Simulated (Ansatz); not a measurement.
Wanted: the native input for an Ansatz 0.2.0 run.

* Task: band structure
* Functional: PBEsol
* Potentials or basis: all-electron LAPW, scalar-relativistic
* Cutoff: 275 eV (chosen from the basis error)
* Basis error allowed: 0.002 eV/atom
* k mesh: 8 × 8 × 6
* Occupations: fermi-dirac, width 0.05 eV
* Spin: no spin polarisation

As:

```xyz
4
Lattice="1.8250 -5.5000 0.0000 1.8250 5.5000 0.0000 0.0000 0.0000 4.4700" Properties=species:S:1:pos:R:3 pbc="T T T"
As    1.8250    1.2100    2.5032
As    1.8250   -4.2900    4.2018
As    1.8250   -1.2100    1.9668
As    1.8250    4.2900    0.2682
```

This isn't the form of As at room conditions, which is rhombohedral.

The input as run:

input.yaml

```yaml
crystal:
  lattice:
    - [1.825, -5.5, 0.0]
    - [1.825, 5.5, 0.0]
    - [0.0, 0.0, 4.47]
  atoms:
    - { symbol: As, position: [0.39, 0.61, 0.56] }
    - { symbol: As, position: [0.89, 0.11, 0.94] }
    - { symbol: As, position: [0.61, 0.39, 0.44] }
    - { symbol: As, position: [0.11, 0.89, 0.06] }
kpoints:
  mp_grid: { grid: [8, 8, 6] }
  band_path:
    path:
      - [0.0, 0.0, 0.0]
      - [0.2775258264, 0.2775258264, 0.0]
      - [0.0, 0.5, 0.0]
      - [0.0, 0.5, 0.5]
      - [0.2775258264, 0.2775258264, 0.5]
      - [0.0, 0.0, 0.5]
      - [0.0, 0.0, 0.0]
      - [-0.5, 0.5, 0.0]
    npoints: 6
scf:
  occupations: { method: fermi_dirac, width: 0.05 }
hamiltonian:
  xc: pbesol
  pseudopotentials: { kind: all_electron, lapw: { basis_error: 0.002 } }
output:
  forces: true
  stress: true
  eigenvalues: true
```

Potentials or basis: all-electron LAPW, scalar-relativistic.

Run with:

```bash
$ ansatz run input.yaml --threads 2 --pin off --max-ram 6144MiB --backend cpu --events-out ev --progress --plain --runs-dir out
```

Results of the run:

```yaml
Pressure: -0.3 GPa
Largest_force: 0.113 eV/Å
Band_gap_along_the_path: none (metal or under the smearing width)
```

It took 110 s on 2 threads of Arm Neoverse N1 (shared host), peak memory 0.73 GiB.
